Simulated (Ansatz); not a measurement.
# AlRu: the cost of one run

Computed with Ansatz 0.2.0 (DFT PBEsol, scalar-relativistic, plane waves, PAW, unless a step's input says otherwise).

1 further run of the same task is left out (set aside as unsound or not needed).

## 1. The system as given

It takes space group Pm-3m (No. 221, cubic). Conventional cell: a = 2.976 Å, b = 2.976 Å, c = 2.976 Å, α = 90.00°, β = 90.00°, γ = 90.00°. Around Al (site symmetry m-3m) lie 8 Ru at 2.58 Å. Around Ru (site symmetry m-3m) lie 8 Al at 2.58 Å.

Structure file:

```cif
data_structure
_symmetry_space_group_name_H-M 'P 1'
_symmetry_Int_Tables_number 1
_cell_length_a 2.9764
_cell_length_b 2.9764
_cell_length_c 2.9764
_cell_angle_alpha 90.000
_cell_angle_beta 90.000
_cell_angle_gamma 90.000
_cell_volume 26.37
loop_
_atom_site_label
_atom_site_type_symbol
_atom_site_fract_x
_atom_site_fract_y
_atom_site_fract_z
_atom_site_occupancy
Al1 Al 0.00000 0.00000 0.00000 1
Ru1 Ru 0.50000 0.50000 0.50000 1
```

It is the result of an earlier relaxation at this level (volume 13.18 Å³/atom; gap on the mesh: none (metal)).

## 2. Cutting the slab

Miller indices refer to the conventional cell of the relaxed bulk, Pm-3m (No. 221): a = 2.976 Å, b = 2.976 Å, c = 2.976 Å, α = 90.00°, β = 90.00°, γ = 90.00°.

A (110) slab, 6.3 Å thick as cut, with 17 Å of vacuum; its outer planes are AlRu (top) and AlRu (bottom).

The slab as cut. Its planes from the bottom up:

| plane | atoms per cell | height over the lowest (Å) |
| --- | --- | --- |
| 1 | AlRu | 0.00 |
| 2 | AlRu | 2.10 |
| 3 | AlRu | 4.21 |
| 4 | AlRu | 6.31 |

## 3. The clean surface, relaxed

The input, input.yaml:

```yaml
crystal:
  lattice:
    - [2.9764078222, 0.0, 0.0]
    - [0.0, 4.2092763093, 0.0]
    - [0.0, 0.0, 23.313914464]
  atoms:
    - { symbol: Al, position: [0.0, 0.5, 0.364589139] }
    - { symbol: Ru, position: [0.5, 0.0, 0.364589139] }
    - { symbol: Al, position: [0.0, 0.0, 0.4548630463] }
    - { symbol: Ru, position: [0.5, 0.5, 0.4548630463] }
    - { symbol: Al, position: [0.0, 0.5, 0.5451369537] }
    - { symbol: Ru, position: [0.5, 0.0, 0.5451369537] }
    - { symbol: Al, position: [0.0, 0.0, 0.635410861] }
    - { symbol: Ru, position: [0.5, 0.5, 0.635410861] }
basis:
  ecutwfc: 420
kpoints:
  mp_grid: { grid: [10, 7, 1] }
hamiltonian:
  xc: pbesol
scf:
  occupations: { method: gaussian, width: 0.1 }
output:
  forces: true
  eigenvalues: true
  write_density: true
  write_potential: true
  elf: true
  volumetric_format: npy
relax:
  adjacent_minimum: "off"
  f_tol: 0.03
  max_steps: 70
  constraints: [{ sites: [0, 1, 2, 3] }]
efield:
  axis: 3
  dipole_correction: true
  ramp_width: 0.04
```

Started as:

```sh
$ ansatz run input.yaml --threads 1 --pin off --max-ram 2560MiB --backend cpu --events-out ev --progress --plain --runs-dir out
```

Q: Estimate wall time and peak memory on 1 thread of AMD EPYC 7R43 (Zen 3), shared host.

About 1.9 min, with a peak of 0.63 GiB.
